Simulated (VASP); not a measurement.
Write the native input for VASP 6.6.1 that does the following.

* Task: band structure
* Functional: LDA
* Potentials or basis: VASP PAW LDA potentials, release 64 (B, As)
* Cutoff: 350 eV
* k mesh: 6 × 6 × 6
* Occupations: gaussian, width 0.02 eV
* Spin: no spin polarisation
* Further INCAR settings: ALGO = Fast; EDIFF = 1e-07; NBANDS = 11

The system is BAs.

```
CELL_PARAMETERS angstrom
0.00000 2.37046 2.37046
2.37046 0.00000 2.37046
2.37046 2.37046 0.00000
ATOMIC_POSITIONS crystal
B 0.00000 0.00000 0.00000
As 0.25000 0.25000 0.25000
```

These files were run (other wordings do the same):

POSCAR

```
BAs                                     
1.0
    0.0000000000      2.3704591778      2.3704591778
    2.3704591778     -0.0000000000      2.3704591778
    2.3704591778      2.3704591778     -0.0000000000
  B               As            
     1     1
Direct
     0.0000000000000000    0.0000000000000000    0.0000000000000000
     0.2500000000000000    0.2500000000000000    0.2500000000000000
```

INCAR.step1

```
SYSTEM = BAs
ALGO = Fast
EDIFF = 1E-7
ENCUT = 350
GGA = CA
ISIF = 2
ISMEAR = 0
LASPH = .TRUE.
LCHARG = .TRUE.
LREAL = .FALSE.
LWAVE = .FALSE.
NBANDS = 11
NELM = 80
PREC = Accurate
SIGMA = 0.02
```

KPOINTS.step1

```
k-points
0
G
  6 6 6
  0 0 0
```

INCAR.step2

```
SYSTEM = BAs
ALGO = Fast
EDIFF = 1E-7
ENCUT = 350
GGA = CA
ICHARG = 11
ISIF = 2
ISMEAR = 0
LASPH = .TRUE.
LCHARG = .FALSE.
LREAL = .FALSE.
LWAVE = .FALSE.
NBANDS = 11
NELM = 80
PREC = Accurate
SIGMA = 0.05
```

KPOINTS.step2

```
path GXWKGLUWLK,UX
10
line-mode
reciprocal
 0.0000000000  0.0000000000  0.0000000000  G
 0.5000000000  0.0000000000  0.5000000000  X

 0.5000000000  0.0000000000  0.5000000000  X
 0.5000000000  0.2500000000  0.7500000000  W

 0.5000000000  0.2500000000  0.7500000000  W
 0.3750000000  0.3750000000  0.7500000000  K

 0.3750000000  0.3750000000  0.7500000000  K
 0.0000000000  0.0000000000  0.0000000000  G

 0.0000000000  0.0000000000  0.0000000000  G
 0.5000000000  0.5000000000  0.5000000000  L

 0.5000000000  0.5000000000  0.5000000000  L
 0.6250000000  0.2500000000  0.6250000000  U

 0.6250000000  0.2500000000  0.6250000000  U
 0.5000000000  0.2500000000  0.7500000000  W

 0.5000000000  0.2500000000  0.7500000000  W
 0.5000000000  0.5000000000  0.5000000000  L

 0.5000000000  0.5000000000  0.5000000000  L
 0.3750000000  0.3750000000  0.7500000000  K

 0.6250000000  0.2500000000  0.6250000000  U
 0.5000000000  0.0000000000  0.5000000000  X
```

Potentials or basis: VASP PAW LDA potentials, release 64 (B, As).

Command:

```sh
$ cat potpaw_LDA.64/B/POTCAR potpaw_LDA.64/As/POTCAR > POTCAR
$ cp INCAR.step1 INCAR
$ cp KPOINTS.step1 KPOINTS
$ mpirun -np 1 vasp_std > vasp.out
$ cp INCAR.step2 INCAR
$ cp KPOINTS.step2 KPOINTS
$ mpirun -np 1 vasp_std > vasp.out
```

Results of the run:

```json
{"Band gap on the k mesh": "1.20 eV, indirect (least direct gap 3.28 eV)", "Band gap along the path": "1.10 eV, indirect (least direct gap 3.28 eV)"}
```

Caveat: the log is that of the step along the path at fixed density, whose energy, stress, charges and moments have no meaning; the mesh misses the band edges, which the band path finds closer together.

Wall time 8.4 s on 1 thread of Intel(R) Xeon(R) Platinum 8488C (Sapphire Rapids), on a shared host, peak memory 0.12 GiB.
